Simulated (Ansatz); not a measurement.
# What pressure 30 GPa does to GeO2

Start from GeO₂ (space group P3_121, No. 152; a = 5.093 Å, c = 5.769 Å).

One thing is altered: a hydrostatic pressure of 30 GPa.

Calculations: PBE (Ansatz, a program for electronic structure), spin-orbit coupling left out, earlier PAW set. k-mesh 8×8×6 (Γ-centred); smearing 0.05 eV (Fermi–Dirac).

```csv
quantity,base,changed,shift
density,4.02 g/cm³,5.96 g/cm³,+1.935 g/cm³
c/a ratio,1.133,1.221,+0.088
shortest interatomic distance,3.340 bohr,3.283 bohr,-0.0576 bohr
enthalpy H = E + PV relative to the base's energy,–,+2.13 eV/atom,–
band gap,3.21 eV,3.21 eV,0.00 eV
gap character,"indirect, K → Γ","indirect, k = (0.125, 0.125, 0) in the run's primitive reciprocal basis → Γ",–
smallest direct gap,3.29 eV,3.22 eV,-0.065 eV
electron mass,"0.39 mₑ along c, 0.45 mₑ across (at Γ)","0.30 mₑ along c, 0.33 mₑ across (at Γ)",–
```

Final structure:

```
CELL_PARAMETERS angstrom
      4.35790     0.00000     0.00000
     -2.17895     3.77405     0.00000
      0.00000     0.00000     5.31932
ATOMIC_POSITIONS crystal
  Ge 0.40819 0.00000 0.83333
  Ge 0.00000 0.40819 0.16667
  Ge 0.59181 0.59181 0.50000
  O  0.33342 0.34503 0.75788
  O  0.65497 0.98839 0.09122
  O  0.01161 0.66658 0.42455
  O  0.98839 0.65497 0.90878
  O  0.34503 0.33342 0.24212
  O  0.66658 0.01161 0.57545
```

Load acts through the strain it causes; cell and atoms are relaxed under it. Effective masses come from finite differences of ±0.01 Å⁻¹. No phonon test of stability was made. No other phases were tried under pressure.
